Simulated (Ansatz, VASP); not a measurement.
Given: the input of a run of Ansatz 0.2.0 on Mg (Magnesium). 

Contents of input.yaml:

```yaml
crystal:
  lattice:
    - [3.2093, 0.0, 0.0]
    - [-1.60465, 2.7793353284, 0.0]
    - [0.0, 0.0, 5.2103]
  atoms:
    - { symbol: Mg, position: [0.6666666667, 0.3333333333, 0.75] }
    - { symbol: Mg, position: [0.3333333333, 0.6666666667, 0.25] }
hamiltonian:
  xc: rpbe
  pseudopotentials: { kind: paw }
  dispersion: d4
kpoints:
  mp_grid: { grid: [10, 10, 5] }
scf:
  occupations: { method: fermi_dirac, width: 0.05 }
output:
  forces: true
  stress: true
  write_density: true
  write_potential: true
  elf: true
  volumetric_format: npy
relax:
  f_tol: 0.01
  max_steps: 40
  cell: { stress_tol: 0.05 }
```

Potentials or basis: Ansatz PAW.

Run with:

```bash
$ ansatz run input.yaml --threads 2 --pin off --max-ram 5632MiB --backend cpu --events-out ev --progress --plain --runs-dir out
```

Q: Translate it to VASP 6.6.1. Potentials or basis there: PBE PAW files Mg, 600 eV.

A: As run (cutoffs and basis follow the program's own potentials, and thresholds, step limits or extra output files can differ):

Contents of INCAR:

```
PREC = Accurate
ENCUT = 600
EDIFF = 1E-6
ISMEAR = -1
SIGMA = 0.05
LREAL = False
LASPH = True
NELM = 80
ALGO = Fast
ISIF = 3
LWAVE = False
LCHARG = False
GGA = RP
IVDW = 13
IBRION = 2
NSW = 60
EDIFFG = -0.005
```

The input KPOINTS:

```
Automatic mesh
0
Gamma
  10 10 5
```

POSCAR

```
Mg
1.0
    3.2093000000      0.0000000000      0.0000000000
   -1.6046500000      2.7793353284      0.0000000000
    0.0000000000      0.0000000000      5.2103000000
Mg
2
Direct
    0.6666666667      0.3333333333      0.7500000000
    0.3333333333      0.6666666667      0.2500000000
```

Potentials or basis: VASP PAW PBE potentials, release 64 (Mg).

Command:

```sh
$ cat potpaw_PBE.64/Mg/POTCAR > POTCAR
$ mpirun -np 1 vasp_std > vasp.out
```

Both were run:

|  | Ansatz | VASP |
| --- | --- | --- |
| Relaxed volume | 23.25 Å³/atom | 23.25 Å³/atom |
| Relaxed cell | a = 3.178 Å, b = 3.178 Å, c = 5.315 Å, α = 90.00°, β = 90.00°, γ = 120.00° | a = 3.177 Å, b = 3.177 Å, c = 5.318 Å, α = 90.00°, β = 90.00°, γ = 120.00° |
| Space group after relaxing | P6_3/mmc (No. 194) | P6_3/mmc (No. 194) |
| Pressure after relaxing | 0.0 GPa | 0.0 GPa |

Ansatz's pressure holds a Pulay term of +0.01 GPa for its cutoff of 420 eV, which the other run lacks.

The potentials hold 20 and 4 valence electrons a cell.

Ansatz's potentials were made for PBE. VASP's potentials were made for PBE.

Where Ansatz's input types no cutoff or centring, it takes its own default and a Γ-centred mesh.

Pressure is positive in compression.
